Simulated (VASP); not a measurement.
# EuO: single point with PBE+U

**What was measured.**

A printed reference work, monograph reports, for a bulk crystal of EuO at 300 K: band gap 1.115 eV (optical).

The system is EuO.

```
Eu O
1.0
     0.00000    2.57195    2.57195
     2.57195    0.00000    2.57195
     2.57195    2.57195    0.00000
Eu O
1 1
Direct
  0.00000 0.00000 0.00000
  0.50000 0.50000 0.50000
```

```
Program                : VASP 6.6.1
Task                   : single point
Functional             : PBE
Potentials or basis    : VASP PAW PBE potentials, release 64 (Eu, O)
Cutoff                 : 600 eV
k mesh                 : 10 × 10 × 10
Occupations            : gaussian, width 0.05 eV
Spin                   : collinear spin, ferromagnetic start
Starting moments       : [7.0, 0.0] μB
Hubbard terms          : Eu f U = 6.0 eV
Dipole correction      : no
Further INCAR settings : ALGO = Normal; EDIFF = 1e-06; NBANDS = 22
```

| Item | Value |
| --- | --- |
| Pressure | 1.2 GPa |
| Band gap on the k mesh | zero (filled and empty bands overlap) |
| Net moment | 7.00 μB per cell |
| Site moments | Eu +6.73; O -0.09 μB |
| Valence electrons inside the program's atomic spheres | Eu 14.95; O 4.96 |

Levels at points of the mesh, in eV from the Fermi level:
Spin up:
| k point | band 12 | band 13 | band 14 | band 15 | band 16 | band 17 | band 18 | band 19 |
| --- | --- | --- | --- | --- | --- | --- | --- | --- |
| (0.00, 0.00, 0.00) | -0.50 | 0.00 | 0.00 | 0.00 | 0.90 | 2.93 | 2.93 | 2.93 |
| (0.50, 0.00, 0.00) | -0.53 | -0.53 | -0.49 | -0.49 | 3.51 | 5.68 | 5.68 | 6.00 |
| (0.50, 0.50, 0.00) | -0.61 | -0.50 | -0.17 | -0.17 | -0.03 | 4.68 | 7.07 | 7.84 |
Spin down:
| k point | band 6 | band 7 | band 8 | band 9 | band 10 | band 11 |
| --- | --- | --- | --- | --- | --- | --- |
| (0.00, 0.00, 0.00) | -2.61 | -2.61 | -2.61 | 1.70 | 3.90 | 3.90 |
| (0.50, 0.00, 0.00) | -4.70 | -3.76 | -3.76 | 4.15 | 6.39 | 6.72 |
| (0.50, 0.50, 0.00) | -2.68 | -2.57 | -2.57 | 0.84 | 5.56 | 7.85 |

Eigenvalues of the final occupation matrices:
```csv
site,spin,trace,eigenvalues
site 1 f,1,6.81,0.96 0.97 0.97 0.97 0.98 0.98 0.98
site 1 f,2,0.02,0.00 0.00 0.00 0.00 0.00 0.00 0.00
```

It took 2.1 min on 1 thread of AMD EPYC 7R13 Processor (Zen 3) (shared host), peak memory 0.22 GiB.

A measured gap of EuO is 1.115 eV (optical; 300 K; a printed reference work, monograph); the calculated 0.00 eV misses it by -1.11 eV. So large a miss can be the level of theory's own, or it may mean another phase, state or a wrong row. Spin-orbit coupling on Eu is left out. The value is that of PBE+U on a finite k mesh, which can miss the band edges, without temperature or zero-point motion. The run's magnetic order (collinear spin, ferromagnetic start) needn't be the measured crystal's.

Caveat: spin-orbit coupling is left out, which moves the levels of the heavy elements; a cell with one magnetic atom can't hold antiferromagnetic order, which such compounds often take. The state reached can hang on the start; a lower one may exist.
